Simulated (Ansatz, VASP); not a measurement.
**V in VASP and in Ansatz**

The input POSCAR:

```
V
1.0
   -1.5143500000      1.5143500000      1.5143500000
    1.5143500000     -1.5143500000      1.5143500000
    1.5143500000      1.5143500000     -1.5143500000
V
1
Direct
    0.0000000000      0.0000000000      0.0000000000
```

INCAR.step1

```
  PREC = Accurate
  ENCUT = 520
  ISMEAR = -1
  SIGMA = 0.05
  LREAL = False
  LASPH = True
  NELM = 150
  ISPIN = 2
  MAGMOM = 2
  LMAXMIX = 4
  NBANDS = 16
  GGA = PE
  ALGO = Normal
  EDIFF = 1E-4
  LWAVE = True
  LCHARG = False
```

The input INCAR.step2:

```
  PREC = Accurate
  ENCUT = 520
  EDIFF = 1E-7
  ISMEAR = -1
  SIGMA = 0.05
  LREAL = False
  LASPH = True
  NELM = 150
  ALGO = Normal
  ISIF = 2
  LWAVE = False
  LCHARG = False
  ISPIN = 2
  MAGMOM = 2
  LORBIT = 11
  LMAXMIX = 4
  METAGGA = R2SCAN
  LMIXTAU = True
  NBANDS = 16
  ISTART = 1
```

Contents of KPOINTS:

```
Automatic mesh
0
Gamma
  12 12 12
```

File input.yaml:

```yaml
crystal:
  lattice:
    - [-1.51435, 1.51435, 1.51435]
    - [1.51435, -1.51435, 1.51435]
    - [1.51435, 1.51435, -1.51435]
  atoms:
    - { symbol: V, position: [0.0, 0.0, 0.0], spin: 2.0 }
hamiltonian:
  xc: r2scan
  pseudopotentials: { kind: paw }
magnetization:
  spin_polarized: true
kpoints:
  mp_grid: { grid: [12, 12, 12] }
scf:
  occupations: { method: fermi_dirac, width: 0.05 }
output:
  forces: true
  stress: true
  eigenvalues: true
```

Alike in both runs: task single point; functional r2SCAN; k mesh 12 × 12 × 12; occupations fermi-dirac, width 0.05 eV; collinear spin.

```csv
,VASP,Ansatz
version,VASP 6.6.1,Ansatz 0.2.0
potentials or method,"VASP PAW PBE potentials, release 64 (V_sv)",Ansatz PAW
plane-wave cutoff (eV),520,500
valence electrons in the cell,13,13
```

```csv
,VASP,Ansatz,Ansatz less VASP
gap on the k mesh at the Fermi level (eV),none,none,-
pressure (GPa),-7.5,-6.7,+0.79
net moment per atom (μB),0.00,0.54,+0.541
size of the moment on the site where the two differ most (μB),0.00,0.44,+0.441
```

The net moments differ so much that the two runs ended in different magnetic states, which moves the other rows too. Site moments also hang on the region over which each program counts them. A gap of «none» marks a metal or a gap that the smearing closes.

Caveats: the PAW data sets were made with another functional, which shifts forces and pressure a little (VASP); the magnetic or orbital state may not be the lowest (Ansatz); the PAW data sets come from PBE, with cores solved anew for the run's functional, which leaves a small shift of forces and pressure (Ansatz).
